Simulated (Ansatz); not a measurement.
## TiO2 monolayer (2H): a soft mode frozen in

Aim: this structure of TiO2 monolayer (2H) is to be tested for unstable modes, and one is followed downhill.

Program: Ansatz 0.2.0. Level of theory: DFT LDA, scalar-relativistic, plane waves, PAW. Results are calculated unless marked as measured.

**1. The structure**

The cell holds 3 atoms: 1 Ti and 2 O. Cell: a = 2.824 Å, b = 2.824 Å, c = 28.700 Å, α = 90.0°, β = 90.0°, γ = 120.0°. Vacuum lies along c.

As a file:

```cif
data_structure
_symmetry_space_group_name_H-M 'P 1'
_symmetry_Int_Tables_number 1
_cell_length_a 2.8240
_cell_length_b 2.8240
_cell_length_c 28.7000
_cell_angle_alpha 90.000
_cell_angle_beta 90.000
_cell_angle_gamma 120.000
_cell_volume 198.22
loop_
_atom_site_label
_atom_site_type_symbol
_atom_site_fract_x
_atom_site_fract_y
_atom_site_fract_z
_atom_site_occupancy
Ti1 Ti 0.33333 0.66667 0.34843 1
O2 O 0.66667 0.33333 0.38712 1
O3 O 0.66667 0.33333 0.30975 1
```

**2. Response at finite wavevector**

The cell comes from relaxations at this level that are not shown. Stability and thermal properties need the whole zone. Linear response on a 6×6×1 q mesh gives force constants as far as a supercell of that size would.

input.yaml reads:

```yaml
crystal:
  lattice:
    - [2.8240035933, 0.0, 0.0]
    - [-1.4120017967, 2.4456588521, 0.0]
    - [0.0, 0.0, 28.7]
  atoms:
    - { symbol: Ti, position: [0.3333333333, 0.6666666667, 0.3484320557] }
    - { symbol: O, position: [0.6666666667, 0.3333333333, 0.3871158937] }
    - { symbol: O, position: [0.6666666667, 0.3333333333, 0.3097482178] }
  periodic: [true, true, false]
kpoints:
  mp_grid: { grid: [12, 12, 1] }
hamiltonian:
  xc: lda
scf:
  occupations: { method: fixed }
output:
  eigenvalues: true
phonons:
  method: dfpt
  dielectric: true
  raman: true
  qmesh: [6, 6, 1]
  temperatures: { t_max: 1000, t_step: 50 }
  qpath:
    path:
      - [0.0, 0.0, 0.0]
      - [0.5, 0.0, 0.0]
      - [0.33333333, 0.33333333, 0.0]
      - [0.0, 0.0, 0.0]
    npoints: 10
  isolated: true
```

Run with:

```sh
$ ansatz run input.yaml --threads 8 --pin off --max-ram 14336MiB --backend cpu --events-out ev --progress --plain --runs-dir out
```

Numbers of over 12 decimals in the logs are rounded to 6 here.

The program printed:

```text
Warning: phonons: the dynamical matrix that this run interpolates holds no multipole term above the dipole-dipole one, and a site of this crystal is no centre of inversion, so its interpolated transverse optical and acoustic branches and sound speeds can stay off near Gamma, and the density of states and the thermodynamics with them. What a run solves at a wave vector of phonons.qpoints, Gamma apart, where the deck admits one, is free of this, and under fd what a larger phonons.supercell samples
Warning: phonons.dielectric: true without phonons.rigid_motions: the static dielectric tensor ε⁰ will be withheld (ε∞, Z* and the rows of modes are given); for a crystal or a slab, whose only rigid motions are the translations, set phonons.rigid_motions: translations
Warning: crystal.symmetry: narrowed to the stabiliser of the run's FFT grids — unitary ops 12 → 6. A phonons.method: dfpt run fills in the rows of the dynamical matrix that it does not solve by its symmetry operations, which is exact only for operations that map its FFT grids onto themselves: filled in by any other, the frequencies could depend on the order in which like atoms are typed, or, by more than the grids' own error, on where the crystal sits among the grids' points. Excluded: 6 operations. The run can therefore solve more perturbations, solve them on more k-points, or both, and cost more. [rest of the remark cut]
Engine: ansatz 0.2.0, x86_64-unknown-linux-gnu
Pseudopotentials: kind: paw
Pseudopotential: Ti, paw, valence charge 12, recommended cutoff 420 eV (normal), Ti.paw.azcp
Pseudopotential: O, paw, valence charge 6, recommended cutoff 420 eV (normal), O.paw.azcp
Functional definition: SPW92
  exchange = slater_x
  correlation = pw_c
Crystal: 3 atoms, lattice volume = 198.218 Å³
Basis set: ecut = 420 eV, 3899 PW (Γ), exchange–correlation on 40×40×384 points (8 copies of the dense FFT grid, shifted against one another)
Bands: 16, of which v1, the nominal top of the filled ones, is band 12 counted from 1 (11 counted from 0)
Symmetry: 12 space group operations
k-points: 43 of 144 (irreducible under 2 space group operations, time reversal used)
Non-local potential: Ti, projectors of the file, l = 0: 3, l = 1: 2, l = 2: 3, l = 3: 1
Non-local potential: O, projectors of the file, l = 0: 2, l = 1: 2, l = 2: 1
PAW form: soft (Blöchl's): semilocal exchange-correlation on the pseudo side does not see the compensation charge
PAW frozen core: Ti, regenerated for the run's functional, and the local potential with it (the file was generated under x = pbe(κ = 0.804, μ = 0.219515), c = pbe(β = 0.066725))
PAW frozen core: O, regenerated for the run's functional, and the local potential with it (the file was generated under x = pbe(κ = 0.804, μ = 0.219515), c = pbe(β = 0.066725))
PAW one-centre angular grid: Ti, 590 points (default); XC on 64 Gauss nodes
PAW one-centre angular grid: O, 110 points (default); XC on 64 Gauss nodes
Initial density: superposition of atomic densities (neutral atoms: chi_scale 0, normalization atom), corrected by the library's trained network
Initial wavefunctions: pseudopotential atomic-orbital guess
Functional: x = slater, c = lda
SCF iter   1: F=—  HF=-3563.291529 eV  |F-HF|=—  |Δ(HF+E_count)|=         —  Δρ=9.03e-3  dr2=1.05e-1  ethr=1.77e-3  ⟨swp⟩=7.3  Hψ=4547  notcnv=0  defer=76
preconditioner: auto → none  [insulator: Δε(μ)=1.105 eV  Ē_g=9.854 eV  n_scr=16 (ndim 8)  ℏωp=10.5 eV  f_vac=0.820  ε∞_Penn≈2.1]
SCF iter   2: F=—  HF=-3563.295407 eV  |F-HF|=—  |Δ(HF+E_count)|=   3.88e-3  Δρ=9.30e-3  dr2=1.93e-1  ethr=4.39e-4  ⟨swp⟩=3.4  Hψ=1909  notcnv=0  defer=75
SCF iter   3: F=—  HF=-3563.266065 eV  |F-HF|=—  |Δ(HF+E_count)|=   2.93e-2  Δρ=3.27e-3  dr2=1.43e-2  ethr=4.39e-4  ⟨swp⟩=3.1  Hψ=1200  notcnv=0  defer=77
SCF iter   4: F=—  HF=-3563.263685 eV  |F-HF|=—  |Δ(HF+E_count)|=   2.38e-3  Δρ=9.37e-4  dr2=6.13e-4  ethr=5.97e-5  ⟨swp⟩=3.2  Hψ=1340  notcnv=0  defer=85
SCF iter   5: F=—  HF=-3563.263718 eV  |F-HF|=—  |Δ(HF+E_count)|=   3.36e-5  Δρ=1.55e-4  dr2=1.50e-5  ethr=2.55e-6  ⟨swp⟩=3.3  Hψ=1531  notcnv=0  defer=86
SCF iter   6: F=—  HF=-3563.263732 eV  |F-HF|=—  |Δ(HF+E_count)|=   1.41e-5  Δρ=3.55e-5  dr2=1.36e-6  ethr=6.24e-8  ⟨swp⟩=3.4  Hψ=1581  notcnv=0  defer=86
SCF iter   7: F=—  HF=-3563.263809 eV  |F-HF|=—  |Δ(HF+E_count)|=   7.71e-5  Δρ=8.11e-6  dr2=4.90e-8  ethr=5.69e-9  ⟨swp⟩=3.5  Hψ=1571  notcnv=0  defer=79
SCF iter   8: F=—  HF=-3563.263810 eV  |F-HF|=—  |Δ(HF+E_count)|=   6.37e-7  Δρ=1.72e-6  dr2=3.13e-9  ethr=2.04e-10  ⟨swp⟩=3.8  Hψ=1394  notcnv=0  defer=79
SCF iter   9: F=-3563.263810 eV  HF=-3563.263810 eV  |F-HF|=1.18e-11  |Δ(HF+E_count)|=   1.68e-9  Δρ=1.48e-7  dr2=1.94e-11  ethr=1.00e-12  ⟨swp⟩=17.7  Hψ=7788  notcnv=0
SCF 1 converged in 9 iterations: F = -3563.263810 eV  dr2 = 1.94e-11
  greatest PAW one-centre occupation: 0.999 electrons in one spin orbital (limit 2), on the Ti atom at site 0 (counted from 0), in its partial waves of l = 0
DFPT response loops at Γ: preconditioner auto → none (the input reference at scf.mixing.eps_inf says where Resta's filter doesn't serve); β = 0.50; Broyden in place of MSR1
── the response to a field inside a basis, on 12×12×1 k-points: an SCF that follows is theirs, and a resumed run solves both again ──
Bands: 13, of which v1, the nominal top of the filled ones, is band 12 counted from 1 (11 counted from 0)
k-points: 42 of 144 (irreducible under 2 space group operations, time reversal used)
Initial density: handed on by an earlier stage of this run
Initial wavefunctions: pseudopotential atomic-orbital guess (no wavefunctions were taken with the density)
Eigensolver: Dense (42 Hₖ)
SCF iter   1: F=—  HF=-3563.267191 eV  |F-HF|=—  |Δ(HF+E_count)|=         —  Δρ=2.53e-4  dr2=2.59e-5  ethr=1.00e-1
preconditioner: auto → none  [insulator: Δε(μ)=1.175 eV  Ē_g=7.747 eV  n_scr=16 (ndim 8)  ℏωp=10.5 eV  f_vac=0.816  ε∞_Penn≈2.9]
SCF iter   2: F=—  HF=-3563.267186 eV  |F-HF|=—  |Δ(HF+E_count)|=   4.86e-6  Δρ=1.40e-4  dr2=3.37e-5  ethr=1.08e-7
SCF iter   3: F=—  HF=-3563.267188 eV  |F-HF|=—  |Δ(HF+E_count)|=   1.80e-6  Δρ=1.50e-4  dr2=4.26e-5  ethr=1.08e-7
SCF iter   4: F=—  HF=-3563.267181 eV  |F-HF|=—  |Δ(HF+E_count)|=   6.84e-6  Δρ=2.02e-5  dr2=3.10e-7  ethr=1.08e-7
SCF iter   5: F=—  HF=-3563.267181 eV  |F-HF|=—  |Δ(HF+E_count)|=   2.45e-8  Δρ=3.01e-6  dr2=4.91e-9  ethr=1.29e-9
SCF iter   6: F=-3563.267181 eV  HF=-3563.267181 eV  |F-HF|=6.46e-11  |Δ(HF+E_count)|=  7.99e-10  Δρ=3.06e-7  dr2=8.66e-11  ethr=2.05e-11
SCF 1 converged in 6 iterations: F = -3563.267181 eV  dr2 = 8.66e-11
DFPT response loops at Γ: mixed as the last ones told, above
DFPT response loops at Γ: mixed as the last ones told, above
NSCF: frozen V_eff on 19 k-points
NSCF: frozen V_eff on 156 k-points
DFPT response loops at q = (0, 0.166667, 0) (fractional): mixed as the last ones told, above
NSCF: frozen V_eff on 156 k-points
DFPT response loops at q = (0, 0.333333, 0) (fractional): mixed as the last ones told, above
NSCF: frozen V_eff on 86 k-points
DFPT response loops at q = (0, -0.5, 0) (fractional): mixed as the last ones told, above
NSCF: frozen V_eff on 288 k-points
DFPT response loops at q = (0.166667, 0.166667, 0) (fractional): mixed as the last ones told, above
NSCF: frozen V_eff on 288 k-points
DFPT response loops at q = (0.166667, 0.333333, 0) (fractional): mixed as the last ones told, above
NSCF: frozen V_eff on 156 k-points
DFPT response loops at q = (0.333333, 0.333333, 0) (fractional): mixed as the last ones told, above
SCF converged after 9 iterations
Free energy (F): -3563.263810 eV
Harris-Foulkes:  -3563.263810 eV  (|F-HF|=1.18e-11)
Internal energy: -3563.263810 eV  (E = F + TS)
E sigma→0 (E₀):  -3563.263810 eV
Fermi energy:    -8.890099 eV
--- Per-component energies (eV) ---
  E_band       = -617.647512
  E_kinetic    = 622.412466
  E_local      = -47721.069444  (includes V_loc(G=0)·N_el)
  E_nonlocal   = 107.642003
  E_hartree    = 23462.310796
  E_xc         = -242.591834
  E_vxc        = -309.321271  (∫ρ·V_xc dr)
  E_paw        = -1291.014977  (= ΣΔE_a)
  E_vpaw       = -241.937858  (= ΣTr[D̂ρ^β])
  E_aug_tail   = 0.005121  (compensation charges beyond the density's cutoff)
  E_ewald      = 21498.522267
  E_core_change = 0.519793  (= ΣΔE_core)
  E_smearing   = -0.000000  (= −TS)
  E_closure    = -0.000000  (closes the sum)
  Σ components = -3563.263810   (vs F -3563.263810, Δ=0.00e0)
--- Band table (eV; the first three rows and the last of 43) ---
  k-point 0: bands = [... 8 lower, -11.9366, -10.5108, -10.5108, -9.1977, -5.6259, -4.3864, -4.3864, -4.3739]
  k-point 1: bands = [... 8 lower, -11.8408, -10.7106, -10.6260, -9.0866, -5.8655, -4.4439, -4.4082, -4.2902]
  k-point 2: bands = [... 8 lower, -11.5757, -11.1329, -10.9163, -8.9522, -6.4334, -4.4932, -4.4636, -4.1477]
  k-point 42: bands = [... 8 lower, -11.9560, -11.1724, -10.9618, -9.0995, -7.7135, -5.1204, -3.9227, -3.7784]
--- Phonons (Γ-DFPT): 6 representative perturbations + reference, on 43 of 144 k-points (Σ response iterations 32) ---
  ASR residual: 1.845e-4 → 0.000e0 eV/Å²; symmetrization residual: 8.001e-6 eV/Å²
  The last average, over the group as it would stand without the narrowing to the FFT grids, took up to 3.114e-7 eV/Å² of the zone centre's force constants
  ASR residual per site (eV/Å²): 2.74e-5 1.85e-4 1.84e-4
  Γ frequencies (cm⁻¹): -307.32 -307.32 0.00 0.00 0.00 442.84 442.84 638.51 748.15
  ε∞ (high-frequency dielectric tensor):
        1.967670     0.000000     0.000000
       -0.000000     1.967670     0.000000
        0.000000     0.000000     1.117435
  α∞ (the layer's polarisability for a field applied outside it; Å, Gaussian; ε∞ is over the cell's 28.700 Å):
        2.210036     0.000000     0.000000
       -0.000000     2.210036     0.000000
        0.000000     0.000000     0.268206
  ε⁰ (static dielectric tensor): not given — the deck does not say what the cell's rigid motions are, and on a molecule in a box or a wire the rigid rotations would enter the sum over the modes at Γ. For a crystal or a slab, whose only rigid motions are the translations, set phonons.rigid_motions: translations.
  Born effective charges Z* (e; rows j = field, columns β = displacement):
    site 0:
         4.91905    0.00000    0.00000
        -0.00000    4.91905    0.00000
         0.00000    0.00000    0.63725
    site 1:
        -2.45953    0.00000    0.00000
         0.00000   -2.45953    0.00000
        -0.00000    0.00000   -0.31863
    site 2:
        -2.45953   -0.00000   -0.00000
         0.00000   -2.45953   -0.00000
         0.00000   -0.00000   -0.31863
  Z* charge neutrality: 9.554e-4 e pre-enforcement
  solved inside a basis spanned on kpoints, on 12×12×1 k-points: ε∞ is read to err by 4.3e-3, Z* by 1.7e-2 e (field_mesh: kpoints solves on kpoints); Z* is corrected for what the basis lacks
  Raman tensors (in the event stream and the table raman_tensors.tsv): an entry may err by 7.2e-2 Å², one of the second-order susceptibility by 9.1e-2 pm/V (basis, points and sum rule); their sum over the sites missed zero by 8.444e-5 Å² ahead of its enforcement
  optical modes at Γ without the LO–TO term, one row a degenerate level:
      ω (cm⁻¹)  modes    IR ((D/Å)²/amu)  static Raman (Å⁴/amu)  depolarisation
       -307.32      2             0.0000                16.9638           0.750
        442.84      2            58.2173               137.2861           0.750
        638.51      1             0.4885                 0.0000               —
        748.15      1             0.0000               261.2310           0.111
--- Phonons (arbitrary-q DFPT): 7 irreducible q on the 6×6×1 mesh ---
  q = [0.0000, 0.0000, 0.0000] (star 1, of the zone-centre solve; hermiticity 2.78e-7, symmetrization 1.39e-7, taken by the last average 1.08e-8): -307.32 -307.32 -0.00 0.00 0.00 442.84 442.84 638.51 748.15
  q = [0.0000, 0.1667, 0.0000] (star 6, 9 solved perturbations on 78 of 144 k-point pairs; hermiticity 4.90e-7, symmetrization 6.11e-11, taken by the last average 7.04e-8): -248.77 -246.18 68.95 116.86 223.41 426.97 571.81 660.15 745.64
  q = [0.0000, 0.3333, 0.0000] (star 6, 9 solved perturbations on 78 of 144 k-point pairs; hermiticity 3.37e-7, symmetrization 1.13e-9, taken by the last average 3.31e-8): -238.91 82.29 213.07 256.05 395.59 415.25 485.71 632.63 745.41
  q = [0.0000, -0.5000, 0.0000] (star 3, 9 solved perturbations on 43 of 144 k-point pairs; hermiticity 1.31e-5, symmetrization 1.33e-5, taken by the last average 2.00e-7): -267.89 204.45 255.87 329.37 377.50 450.44 538.82 567.49 744.52
  q = [0.1667, 0.1667, 0.0000] (star 6, 6 solved perturbations in 666 linear systems a pass and spin channel, the states on 144 of 144 k-point pairs; hermiticity 1.17e-7, symmetrization 5.76e-11, taken by the last average 2.07e-8): -234.23 -93.09 213.25 227.56 344.25 409.60 505.30 645.15 744.14
  q = [0.1667, 0.3333, 0.0000] (star 12, 9 solved perturbations on 144 of 144 k-point pairs: no pair is spared here; hermiticity 1.77e-7, symmetrization 0.00e0, taken by the last average 6.79e-8): -277.46 205.56 311.83 326.23 391.47 453.92 477.79 589.26 741.06
  q = [0.3333, 0.3333, 0.0000] (star 2, 6 solved perturbations in 327 linear systems a pass and spin channel, the states on 78 of 144 k-point pairs; hermiticity 5.47e-6, symmetrization 2.00e-6, taken by the last average 5.38e-8): -302.34 246.79 353.73 364.99 441.81 462.41 466.19 539.91 736.57
  sum rule: each row above includes the acoustic sum rule's correction from the zone centre's row sums; it moved no ω² by more than (1.77 cm⁻¹)²
  mesh force constants: q→R imaginary residual 1.39e-16; ASR residual 1.845e-4 → 0.000e0 eV/Å²; symmetrization residual 4.263e-14 eV/Å²
  interpolated dispersion: 31 rows × 9 modes
  density of states and harmonic sums: on the 30×30×1 q-mesh, interpolated from the force constants of a 6×6×1 supercell (with the dipole–dipole term)
  largest difference from the sums on the solved wave vectors: F 2.19e-2 eV, S 3.00e-5 and C_V 7.97e-6 eV/K
  zero-point energy: 0.201511 eV/cell   skipped modes (ω ≤ 0): 128, of them read as no rigid motion or as one in doubt: 125 (1.348e0 modes/cell left out, lowest -307.32 cm⁻¹)   left out of the sums: 1.50e-1 of the cell's modes: C_V's classical limit lies that fraction below 3 k_B per atom; for a crystal, a wire or a layer, F and S can be off by more, and a phonons.interpolated_qmesh denser along its periods is the remedy for the sampling
```

It took 3.6 min on 8 threads of Intel Xeon 6975P-C (Granite Rapids), shared host; peak memory 2.1 GiB; 18 min of CPU time.

This step gave:

* gap on the k-mesh: 1.177 eV
* sum-rule residual before enforcement: 1.85e-4 eV/Å²
* miss of the charge sum rule: 9.55e-4 e
* estimated error of the dielectric tensor: 0.004343
* estimated error of the Born charges: 0.01738 e
* lowest frequency on the path: -307.3 cm⁻¹
* point group: -6m2
* highest frequency on the path or at a solved wavevector: 748.2 cm⁻¹
* area per atom: 2.302 Å²
* highest optical mode at the zone centre (no LO-TO term): 748.1 cm⁻¹
* lowest optical zone-centre mode: -307.3 cm⁻¹
* largest Born charge (third of the trace): 3.492 e
* lowest mode on the q mesh (acoustic modes at Γ apart): -307.3 cm⁻¹

Frequencies (cm⁻¹) solved at each irreducible wavevector; negative means imaginary. Frequencies by wavevector, by row:

```
q in reciprocal lattice units  star  mode 1  mode 2  mode 3  mode 4  mode 5  mode 6  mode 7  mode 8  mode 9
                        0 0 0     1  -307.3  -307.3       0       0       0   442.8   442.8   638.5   748.1
                   0 0.1667 0     6  -248.8  -246.2      69   116.9   223.4     427   571.8   660.1   745.6
                   0 0.3333 0     6  -238.9    82.3   213.1   256.1   395.6   415.2   485.7   632.6   745.4
                     0 -0.5 0     3  -267.9   204.4   255.9   329.4   377.5   450.4   538.8   567.5   744.5
              0.1667 0.1667 0     6  -234.2   -93.1   213.2   227.6   344.2   409.6   505.3   645.1   744.1
              0.1667 0.3333 0    12  -277.5   205.6   311.8   326.2   391.5   453.9   477.8   589.3   741.1
              0.3333 0.3333 0     2  -302.3   246.8   353.7     365   441.8   462.4   466.2   539.9   736.6
```

Interpolated from a 6×6×1 q mesh, with the LO-TO term (at Γ the limit along the path; where Γ stands inside the path, tables give the limit on arrival). The phonon branches at the labelled points (cm⁻¹):

```csv
point,branch 1,branch 2,branch 3,branch 4,branch 5,branch 6,branch 7,branch 8,branch 9
Γ,-307,-307,0,0,0,443,443,638,748
halfway,-226,-163,161,170,324,411,525,656,746
M,-268,204,256,329,378,450,539,568,744
halfway,-286,224,324,339,391,447,519,558,740
K,-302,247,354,365,442,462,466,540,737
halfway,-234,-93,213,228,344,410,505,645,744
Γ,-307,-307,0,0,0,443,443,638,748
```

The phonon branches as a text plot (rows in cm⁻¹):

```
    726 |********************************************************
    682 |       **
    638 |*******  ******                          ***************
    594 |   ****        ****                 *****         **
    550 |       **          *****************         *****
    506 |         ****    **      ******            **
    462 |***          ******************************         ****
    418 |   ************            ****   ******************
    374 |           **************** ********  *****
    330 |         **      **************   *******  **
    286 |       **    ****     ****               **  ***
    242 |           **  *******    ************     **   **
    198 |     **    ****  *********            ***  *****
    154 |   **  ****    **                            ***  **
    111 |     ****    **                          **     **
     67 | ******                                         *******
     23 | ****                                             *****
    -21 |*                                                      *
    -65 |           **
   -109 |                                           **
   -153 |         **
   -197 |       **                                    ***
   -241 |     ************                        *********
   -285 |*****            ************************         ******
         Γ                   M           K                      Γ
```

Symmetry leaves 7 wavevectors to solve. The lowest mode among them, the acoustic zeros apart, lies at Γ and is imaginary, 307.3i cm⁻¹, so the energy falls along it.

**3. The mode frozen in, largest atomic shift 0 Å**

The mode followed lies at Γ with frequency 307.3i cm⁻¹ and is 2-fold degenerate, the softest among the wavevectors solved. At small amplitude the distorted cell has space group no. 5 by a symmetry search on the positions. The undistorted cell that holds it gives the zero of energy on the same k mesh.

input.yaml, the sections that differ from step 2:

```yaml
scf:
  occupations: { method: gaussian, width: 0.02 }
output:
  forces: true
  stress: true
  eigenvalues: true
# crystal, kpoints, hamiltonian: as in step 2
# phonons: removed
```

The program printed:

```text
[...]
Crystal: 3 atoms, lattice volume = 198.218 Å³
Basis set: ecut = 420 eV, 3899 PW (Γ)
Bands: 16, of which v1, the nominal top of the filled ones, is band 12 counted from 1 (11 counted from 0)
Symmetry: 12 space group operations
[...]
k-points: 19 of 144 (time reversal used)
[...]
--- Band table (eV; the first three rows and the last of 19) ---
  k-point 0: bands = [... 8 lower, -11.9365, -10.5108, -10.5108, -9.1976, -5.6258, -4.3864, -4.3864, -4.3739]
  k-point 1: bands = [... 8 lower, -11.8407, -10.7105, -10.6260, -9.0866, -5.8654, -4.4438, -4.4081, -4.2901]
  k-point 2: bands = [... 8 lower, -11.5757, -11.1329, -10.9162, -8.9521, -6.4334, -4.4931, -4.4635, -4.1476]
  k-point 18: bands = [... 8 lower, -12.1477, -11.9656, -10.6472, -9.3144, -7.5052, -5.7804, -3.5292, -3.5126]
[key lines of the parts left out:]
SCF converged after 7 iterations
Free energy (F): -3563.263842 eV
Fermi energy:    -8.301725 eV
P = ½ c Tr σ = -0.0002 N/m
```

Run time: 0.78 s. Hardware: 8 threads; peak memory 0.51 GiB; 3.4 s of CPU time.

This step gave:

- energy from the undistorted cell: 0 meV/atom

[end of part 1 of 3]

[Logs are printed without paths, hosts, clocks, repeated set-up lines and the standing remarks that a program may print on its own settings, such as how far it seeks lower states.]

[Hosts, paths, dates, database ids (printed as entryN), source tags and the programs' standing remarks are cut or masked in the printed files.]
